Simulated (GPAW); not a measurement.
TiC:

```
CELL_PARAMETERS angstrom
0.00000 2.16572 2.16572
2.16572 0.00000 2.16572
2.16572 2.16572 0.00000
ATOMIC_POSITIONS crystal
Ti 0.00000 0.00000 0.00000
C 0.50000 0.50000 0.50000
```

The cell is a database's computed one.

```yaml
Program: GPAW 26.7.0
Task: relaxation of cell and atoms
Functional: PBEsol
Dispersion: D3(BJ)
Potentials_or_basis: PAW data sets generated in the run's folder for this functional
Cutoff: 800 eV
Basis: pw
k_mesh: 11 × 11 × 11
Occupations: fermi-dirac, width 0.05 eV
Spin: no spin polarisation
```

At the start: pressure -12.4 GPa; volume 10.16 Å³/atom.

**Question.** Where does the relaxation end?

**Answer.** Over 4 steps the energy falls by 17.5 meV/atom and the volume is 9.68 Å³/atom (-4.7 %); space group Fm-3m (No. 225, to 0.05 Å).

The path:
| step | energy change (eV) | largest force (eV/Å) | pressure (GPa) | volume (Å³) |
| --- | --- | --- | --- | --- |
| 1 | 0.0000 | 0.0000 | -12.38 | 20.32 |
| 2 | -0.0208 | 0.0000 | -8.32 | 19.98 |
| 3 | -0.0349 | 0.0000 | 0.45 | 19.33 |
| 4 | -0.0350 | 0.0000 | -0.01 | 19.36 |

Final structure:
```
Ti C
1.0
     0.00000    2.13133    2.13133
     2.13133    0.00000    2.13133
     2.13133    2.13133    0.00000
Ti C
1 1
Direct
  0.00000 0.00000 0.00000
  0.50000 0.50000 0.50000
```

Caveat: later steps reuse the first step's grids; pairwise dispersion overbinds metals, which lowers pressure and volume.
